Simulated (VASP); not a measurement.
A run of VASP 6.6.1 is set up as follows.

Contents of INCAR:

```
SYSTEM = InP
PREC = Accurate
ENCUT = 520
EDIFF = 1E-7
ISMEAR = -1
SIGMA = 0.05
LREAL = .False.
LASPH = .True.
NELM = 80
ALGO = Normal
ISIF = 2
LWAVE = .False.
LCHARG = .True.
METAGGA = R2SCAN
LMIXTAU = .True.
LELF = .True.
LVHAR = .True.
```

The input KPOINTS:

```
Automatic mesh
0
Gamma
  8 8 8
  0 0 0
```

The input POSCAR:

```
InP
1.0
    0.0000000000      2.7688340000      2.7688340000
    2.7688340000      0.0000000000      2.7688340000
    2.7688340000      2.7688340000      0.0000000000
In P
1 1
Direct
    0.0000000000      0.0000000000      0.0000000000
    0.5000000000      0.5000000000      0.5000000000
```

Potentials or basis: VASP PAW PBE potentials, release 64 (In_d, P).

Launch:

```console
$ cat potpaw_PBE.64/In_d/POTCAR potpaw_PBE.64/P/POTCAR > POTCAR
$ mpirun -np 1 vasp_std > vasp.out
```

Problem. Estimate the pressure.

Solution. -2.0 GPa.

Problem. Estimate the band gap on the k mesh.

Solution. None (metal or under the smearing width).

Caveat: the PAW data sets were made with another functional, which shifts forces and pressure a little.
